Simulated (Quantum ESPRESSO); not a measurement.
The system is Ru.

```xyz
2
Lattice="2.7058 0.0000 0.0000 -1.3529 2.3433 0.0000 0.0000 0.0000 4.2819" Properties=species:S:1:pos:R:3 pbc="T T T"
Ru    1.3529    0.7811    3.2114
Ru    0.0000    1.5622    1.0705
```

* Program: Quantum ESPRESSO 7.5
* Task: Wannier functions
* Functional: LDA
* Potentials or basis: PseudoDojo 0.4.1 SR LDA standard
* Cutoff: 1197 eV
* Density cutoff: 4789 eV
* k mesh: 9 × 9 × 5
* Occupations: fermi-dirac, width 0.05 eV
* Spin: no spin polarisation
* Iterations: 0
* Form of the LDA correlation: PW92
* Mixing beta: 0.5
* Most SCF iterations: 120
* SCF threshold: 4e-10 Ry
* k mesh for the Wannier functions: 7 × 7 × 4
* Projections: Ru spd

Start: atomic projections with disentanglement, frozen window up to 3.0 eV over the reference level; the lowest 8 bands are left out; no minimisation of the spread. The reference level is the Fermi level, or the middle of the gap.

Q: With atomic projections with disentanglement, how many functions result, how localised are they, and how well do they interpolate the bands?

A: 18 functions with spreads from 0.77 to 5.61 Å², 44.6 Å² in all; they miss the direct bands by 20 meV (root mean square).

Wannier functions:
| function | nearest atom | distance (Å) | spread (Å²) | on-site energy from the reference level (eV) |
| --- | --- | --- | --- | --- |
| 1 | 1 Ru | 0.02 | 3.79 | 9.95 |
| 2 | 1 Ru | 0.70 | 4.80 | 15.20 |
| 3 | 1 Ru | 0.19 | 4.42 | 14.56 |
| 4 | 1 Ru | 0.40 | 5.61 | 14.64 |
| 5 | 1 Ru | 0.01 | 0.80 | -1.57 |
| 6 | 1 Ru | 0.02 | 0.80 | -1.54 |
| 7 | 1 Ru | 0.02 | 0.81 | -1.56 |
| 8 | 1 Ru | 0.01 | 0.77 | -1.53 |
| 9 | 1 Ru | 0.02 | 0.77 | -1.52 |
| 10 | 2 Ru | 0.04 | 3.90 | 10.07 |
| 11 | 2 Ru | 0.54 | 4.76 | 15.16 |
| 12 | 2 Ru | 0.40 | 4.57 | 14.35 |
| 13 | 2 Ru | 0.42 | 4.87 | 14.80 |
| 14 | 2 Ru | 0.01 | 0.77 | -1.54 |
| 15 | 2 Ru | 0.02 | 0.84 | -1.57 |
| 16 | 2 Ru | 0.01 | 0.78 | -1.52 |
| 17 | 2 Ru | 0.02 | 0.77 | -1.52 |
| 18 | 2 Ru | 0.02 | 0.77 | -1.53 |

Parts of the spread (Å²): invariant 14.84, diagonal 3.998, off-diagonal 25.76, total 44.59. Against the direct bands the interpolation misses by 20 meV (root mean square) and 151 meV at most, for states up to 1 eV over the reference level.
